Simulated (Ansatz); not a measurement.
The system is TiB2.

```
CELL_PARAMETERS angstrom
3.02920 0.00000 0.00000
-1.51460 2.62336 0.00000
0.00000 0.00000 3.22840
ATOMIC_POSITIONS crystal
Ti 0.00000 0.00000 0.00000
B 0.66667 0.33333 0.50000
B 0.33333 0.66667 0.50000
```

Base run:

```yaml
Program: Ansatz 0.2.0
Functional: PBE
Potentials_or_basis: Ansatz PAW
Cutoff: 420 eV
Density_cutoff: 1680 eV
k_mesh: 10 × 10 × 8
Occupations: fermi-dirac, width 0.05 eV
Spin: no spin polarisation
```

Its results: band gap on the k mesh none (metal or under the smearing width); pressure 0.3 GPa.

Q: The run is repeated on the same cell with these changes: functional from PBE to LDA. What comes out?

A: Band gap on the k mesh none (metal or under the smearing width); pressure -11.2 GPa.

LDA binds more tightly than PBE, so the same cell stands under less pressure.

Caveats: the PAW data sets come from PBE, with cores solved anew for the run's functional, which leaves a small shift of forces and pressure (some runs).

Not every run made on this cell is shown here.
